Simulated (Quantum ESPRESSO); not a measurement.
**CuO (Tenorite) in Quantum ESPRESSO: the effect of strain**

Crystal: CuO (Tenorite).

```
CELL_PARAMETERS angstrom
2.34185 -1.71130 0.00000
2.34185 1.71130 0.00000
-0.85003 0.00000 4.85555
ATOMIC_POSITIONS crystal
Cu 0.50000 0.00000 0.50000
Cu 0.00000 0.50000 0.00000
O 0.41840 0.58160 0.75000
O 0.58160 0.41840 0.25000
```

Alike in all runs:

| Item | Value |
| --- | --- |
| Program | Quantum ESPRESSO 7.5 |
| Task | relaxation of the atoms |
| Functional | PBEsol |
| Potentials or basis | GBRV 1.5 PBEsol |
| Cutoff | 762 eV |
| Density cutoff | 6095 eV |
| k mesh | 4 × 4 × 2 |
| Occupations | fermi-dirac, width 0.05 eV |
| Spin | no spin polarisation |
| Kind of strain | uniaxial_z |
| Mixing beta | 0.5 |
| Most SCF iterations | 120 |
| SCF threshold | 8e-10 Ry |
| Most ionic steps | 40 |
| Forc conv thr | 0.0004 Ry/bohr |
| Etot conv thr | 1e-05 Ry |

Each run relaxes the cell or the atoms first.

Problem. One run gave: pressure 3.7 GPa. Which strain did it use?
A. -0.02
B. 0.04
C. -0.04
D. 0.01
E. 0.02

Solution. A.

```csv
strain,pressure (GPa)
-0.04,8.0
-0.02,3.7
-0.01,1.7
0,-0.2
0.01,-1.9
0.02,-3.7
0.04,-6.8
```

Caveats: all runs use coarse meshes; the run has no spin polarisation, though such a crystal can be magnetic.
